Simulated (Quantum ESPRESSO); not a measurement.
Crystal: SiC (Moissanite 6H).

```
CELL_PARAMETERS angstrom
3.09500 0.00000 0.00000
-1.54750 2.68035 0.00000
0.00000 0.00000 15.17000
ATOMIC_POSITIONS crystal
Si 0.66667 0.33333 0.45830
Si 0.33333 0.66667 0.95830
Si 0.66667 0.33333 0.79170
Si 0.33333 0.66667 0.29170
Si 0.00000 0.00000 0.62500
Si 0.00000 0.00000 0.12500
C 0.66667 0.33333 0.33330
C 0.33333 0.66667 0.83330
C 0.66667 0.33333 0.66670
C 0.33333 0.66667 0.16670
C 0.00000 0.00000 0.50000
C 0.00000 0.00000 0.00000
```

Base run:

| Property | Result |
| --- | --- |
| Program | Quantum ESPRESSO 7.5 |
| Functional | PBE |
| Potentials or basis | SSSP 1.3 efficiency PBE |
| Cutoff | 748 eV |
| Density cutoff | 5987 eV |
| k mesh | 10 × 10 × 2 |
| Occupations | fermi-dirac, width 0.05 eV |
| Spin | no spin polarisation |

Its results: band gap on the k mesh 2.02 eV, indirect (least direct gap 3.12 eV); pressure 0.4 GPa; largest force 0.142 eV/Å.

Problem. The run is repeated on the same cell with these changes: functional from PBE to LDA; potentials or basis from SSSP 1.3 efficiency PBE to GBRV 1.5 LDA; cutoff from 748 eV to 612 eV; density cutoff from 5987 eV to 4898 eV. What comes out?

Solution. Band gap on the k mesh 1.98 eV, indirect (least direct gap 3.08 eV); pressure -7.4 GPa; largest force 0.144 eV/Å.

Caveats: some levels on the path didn't converge (some runs).

Not every run made on this cell is shown here.
